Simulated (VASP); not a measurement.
# TaSi2: relaxation of cell and atoms with PBE

TaSi2:

```
Ta Si
1.0
     4.78000    0.00000    0.00000
    -2.39000    4.13960    0.00000
     0.00000    0.00000    6.56400
Ta Si
3 6
Direct
  0.00000 0.50000 0.16667
  0.50000 0.50000 0.83333
  0.50000 0.00000 0.50000
  0.33330 0.16665 0.16667
  0.16665 0.83335 0.83333
  0.83335 0.66670 0.50000
  0.66670 0.83335 0.16667
  0.83335 0.16665 0.83333
  0.16665 0.33330 0.50000
```

```json
{"Program": "VASP 6.6.1", "Task": "relaxation of cell and atoms", "Functional": "PBE", "Potentials or basis": "VASP PAW PBE potentials, release 64 (Ta_sv_GW, Si_GW)", "Cutoff": "600 eV", "k mesh": "5 × 5 × 3", "Occupations": "fermi-dirac, width 0.05 eV", "Spin": "no spin polarisation", "Further INCAR settings": "ALGO = Fast; EDIFF = 1e-06; IBRION = 2; EDIFFG = -0.01; NSW = 40; ISIF = 3"}
```

```json
{
  "Relaxed volume": "14.67 Å³/atom",
  "Relaxed cell": "a = 4.814 Å, b = 4.814 Å, c = 6.579 Å, α = 90.00°, β = 90.00°, γ = 120.00°",
  "Space group after relaxing (to 0.05 Å)": "P6_222 (No. 180)",
  "Energy gained by relaxing": "20.0 meV/atom",
  "Ionic steps": "10",
  "Pressure after relaxing": "0.0 GPa",
  "Band gap on the k mesh": "none (metal or under the smearing width)"
}
```

The path:
| step | energy change (eV) | largest force (eV/Å) | pressure (GPa) | volume (Å³) |
| --- | --- | --- | --- | --- |
| 1 | 0.0000 | 0.7922 | 3.59 | 129.88 |
| 2 | -0.0729 | 0.2625 | -5.42 | 136.05 |
| 3 | -0.1038 | 0.4431 | -2.49 | 133.82 |
| 4 | -0.1747 | 0.0588 | -0.25 | 132.09 |
| 5 | -0.1761 | 0.0107 | 0.17 | 131.81 |
| 6 | -0.1797 | 0.0002 | 0.11 | 131.98 |
| 7 | -0.1798 | 0.0007 | 0.12 | 131.96 |
| 8 | -0.1798 | 0.0007 | 0.11 | 131.96 |
| 9 | -0.1798 | 0.0012 | -0.16 | 132.14 |
| 10 | -0.1799 | 0.0010 | 0.00 | 132.04 |

Final structure:
```cif
data_structure
_symmetry_space_group_name_H-M 'P 1'
_symmetry_Int_Tables_number 1
_cell_length_a 4.8139
_cell_length_b 4.8139
_cell_length_c 6.5791
_cell_angle_alpha 90.000
_cell_angle_beta 90.000
_cell_angle_gamma 120.000
_cell_volume 132.04
loop_
_atom_site_label
_atom_site_type_symbol
_atom_site_fract_x
_atom_site_fract_y
_atom_site_fract_z
_atom_site_occupancy
Ta1 Ta 0.00000 0.50000 0.16667 1
Ta2 Ta 0.50000 0.50000 0.83333 1
Ta3 Ta 0.50000 0.00000 0.50000 1
Si1 Si 0.31738 0.15869 0.16667 1
Si2 Si 0.15869 0.84131 0.83333 1
Si3 Si 0.84131 0.68262 0.50000 1
Si4 Si 0.68262 0.84131 0.16667 1
Si5 Si 0.84131 0.15869 0.83333 1
Si6 Si 0.15869 0.31738 0.50000 1
```

Levels at points of the mesh, in eV from the Fermi level:
| k point | band 30 | band 31 | band 32 | band 33 | band 34 | band 35 |
| --- | --- | --- | --- | --- | --- | --- |
| (0.00, 0.00, 0.00) | -2.16 | -2.16 | -1.49 | 0.75 | 2.91 | 2.91 |

Run time: 21 min on 1 thread of AMD EPYC 7R43 64-Core Processor (Zen 3), on a shared host, peak memory 0.31 GiB.

The run has no spin-orbit coupling, so splittings on Ta are missing. Zero-point motion and thermal expansion aren't in these numbers.
